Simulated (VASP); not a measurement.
Input of a VASP 6.6.1 run:

File INCAR:

```
SYSTEM = KBr
ALGO = Normal
EDIFF = 1E-6
ENCUT = 520
GGA = CA
ISIF = 2
ISMEAR = 0
LASPH = .True.
LCHARG = .True.
LELF = .True.
LREAL = .False.
LVHAR = .True.
LWAVE = .False.
NBANDS = 15
NELM = 60
PREC = Accurate
SIGMA = 0.05
```

KPOINTS

```
k-points
0
Gamma
  6 6 6
  0 0 0
```

Contents of POSCAR:

```
KBr
1.0
    4.0434990000      0.0000000000      0.0000000000
    0.0000000000      4.0434990000      0.0000000000
    0.0000000000      0.0000000000      4.0434990000
K Br
1 1
Direct
   -0.0262312461     -0.0262312461     -0.0741931678
    0.5000000000      0.5000000000      0.5000000000
```

Potentials or basis: VASP PAW LDA potentials, release 64 (K_sv, Br).

Launch:

```bash
$ cat potpaw_LDA.64/K_sv/POTCAR potpaw_LDA.64/Br/POTCAR > POTCAR
$ mpirun -np 1 vasp_std > vasp.out
```

Problem. Estimate the pressure.

Solution. -2.1 GPa.

Problem. Predict the largest force.

Solution. 0.139 eV/Å.

Problem. Estimate the band gap on the k mesh.

Solution. 3.52 eV, indirect (least direct gap 3.78 eV).

Forces on the atoms (eV/Å):
```
K    0.058  0.058  0.112
Br  -0.058 -0.058 -0.112
```

A k mesh can miss the band edges.
